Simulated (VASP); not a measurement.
Input of a VASP 6.6.1 run:

The input INCAR:

```
SYSTEM = EuS
PREC     = Accurate       ! precision mode
ENCUT    = 520            ! plane-wave cutoff, eV
EDIFF    = 1E-6           ! SCF threshold, eV
ISMEAR   = 0              ! smearing method
SIGMA    = 0.02           ! smearing width, eV
LREAL    = .False.        ! projectors in reciprocal space
LASPH    = .True.         ! aspherical terms in the spheres
NELM     = 150            ! most SCF steps
ALGO     = Normal         ! electronic algorithm
ISIF     = 2              ! what is computed and relaxed
LWAVE    = .False.        ! write WAVECAR
LCHARG   = .False.        ! write CHGCAR
ISPIN    = 2              ! spin polarisation
MAGMOM   = 7 -7 0 0       ! initial moments
LORBIT   = 11             ! projections on sites
LMAXMIX  = 6              ! l up to which the mixer works
LDAU     = .True.         ! DFT+U
LDAUTYPE = 2            
LDAUL    = 3 -1           ! shell
LDAUU    = 5 0            ! U, eV
LDAUJ    = 0 0          
LDAUPRINT= 1            
GGA      = PE             ! functional
NBANDS   = 35             ! bands
```

File KPOINTS:

```
Automatic mesh
0
Gamma
  6 8 8
  0 0 0
```

The input POSCAR:

```
EuS
1.0
    0.0000000000      0.0000000000      5.9570000000
    2.9785000000      2.9785000000      0.0000000000
   -2.9785000000      2.9785000000      0.0000000000
Eu S
2 2
Direct
    0.0000000000      0.0000000000      0.0000000000
    0.5000000000      0.5000000000      0.5000000000
    0.0000000000      0.5000000000      0.5000000000
    0.5000000000      0.0000000000      0.0000000000
```

Potentials or basis: VASP PAW PBE potentials, release 64 (Eu, S).

Run with:

```bash
$ cat potpaw_PBE.64/Eu/POTCAR potpaw_PBE.64/S/POTCAR > POTCAR
$ mpirun -np 1 vasp_std > vasp.out
```

Question: Predict the band gap on the k mesh.

Answer: 0.50 eV.

Question: Estimate the net moment.

Answer: 0.00 μB per cell.

Question: What does it give for the pressure?

Answer: 0.7 GPa.

Question: Estimate the site moments.

Answer: Eu +6.70, -6.70; S -0.02, +0.02 μB.

Stress tensor (GPa, compression positive):
```
0.69 0.00 0.00
0.00 0.69 0.00
0.00 0.00 0.80
```

Caveat: spin-orbit coupling is left out, which moves the levels of the heavy elements. The state reached can hang on the start; a lower one may exist.

**Experimental background.**

From “Crystal-field mediated electronic transitions of EuS up to 35 GPa”, 2022, pmc:8786971, for a powder of EuS at 300 K: band gap 1.72 eV (optical).

Measured gap of EuS: 1.72 eV (optical; 300 K; powder; “Crystal-field mediated electronic transitions of EuS up to 35 GPa”, 2022, pmc:8786971). This calculation gives 0.50 eV (-1.22 eV). So large a miss can be the level of theory's own, or it may mean another phase, state or a wrong row. Spin-orbit coupling on Eu is left out. The value is that of PBE+U on a finite k mesh, which can miss the band edges, without temperature or zero-point motion.
